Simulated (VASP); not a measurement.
Write the native input for VASP 6.6.1 that does the following.

- Task: work function
- Functional: HSE06
- Potentials or basis: VASP PAW PBE potentials, release 64 (S, W_sv)
- Cutoff: 520 eV
- k mesh: 6 × 6 × 1
- Occupations: gaussian, width 0.03 eV
- Spin: no spin polarisation
- Grid for exact exchange (PRECFOCK): Fast
- Dipole correction: yes
- Screening parameter: 0.2 1/A
- Further INCAR settings: ALGO = Normal; EDIFF = 1e-06

WS2, a sheet with vacuum:

```
S W
1.0
     3.17343    0.00000    0.00000
    -1.58671    2.74827    0.00000
     0.00000    0.00000   19.14000
S W
2 1
Cartesian
  1.5867 0.9161 8.0069
  1.5867 0.9161 11.1331
  0.0000 1.8322 9.5700
```

The cell was built by a generator and needn't be a form met in nature.

One way to write it, as run:

POSCAR

```
WS2                                     
1.0
    3.1734272806      0.0000000000      0.0000000000
   -1.5867136403      2.7482686421      0.0000000000
    0.0000000000      0.0000000000     19.1400000000
  S               W             
     2     1
Direct
     0.6666669999999968    0.3333330000000032    0.4183320106124569
     0.6666669999999968    0.3333330000000032    0.5816679893875432
     0.3333330000000032    0.6666669999999968    0.5000000000000000
```

INCAR.step1

```
PREC = Accurate ; ENCUT = 520
EDIFF = 1E-5 ; ISMEAR = 0
SIGMA = 0.03 ; LREAL = False
LASPH = True ; NELM = 60
ALGO = Normal ; ISIF = 2
LWAVE = True ; LDIPOL = True
IDIPOL = 3 ; DIPOL = 0.5 0.5 0.500
GGA = PE ; KPAR = 4
```

INCAR.step2

```
PREC = Accurate ; ENCUT = 520
EDIFF = 1E-6 ; ISMEAR = 0
SIGMA = 0.03 ; LREAL = False
LASPH = True ; NELM = 60
ALGO = Normal ; ISIF = 2
LWAVE = False ; LCHARG = True
LDIPOL = True ; IDIPOL = 3
DIPOL = 0.5 0.5 0.500 ; GGA = PE
LHFCALC = True ; HFSCREEN = 0.2
PRECFOCK = Fast ; LVHAR = True
LVACPOTAV = True ; ISTART = 1
KPAR = 4
```

KPOINTS

```
regular mesh
0
Gamma
  6 6 1
```

Potentials or basis: VASP PAW PBE potentials, release 64 (S, W_sv).

Launch:

```bash
$ cat potpaw_PBE.64/S/POTCAR potpaw_PBE.64/W_sv/POTCAR > POTCAR
$ cp INCAR.step1 INCAR
$ mpirun -np 4 vasp_std > vasp.out
$ cp INCAR.step2 INCAR
$ mpirun -np 4 vasp_std > vasp.out
```

It gave:

The largest force is 0.285 eV/Å and the band gap on the k mesh is 2.34 eV, direct. The ionisation potential of the upper face is 6.09 eV.

Caveat: the PAW data sets were made with another functional, which shifts forces and pressure a little; spin-orbit coupling is left out, which moves the levels of the heavy elements.

Run time: 120 s on 4 MPI ranks on Intel(R) Xeon(R) Platinum 8488C (Sapphire Rapids), with other jobs on the host, peak memory 0.37 GiB a rank.
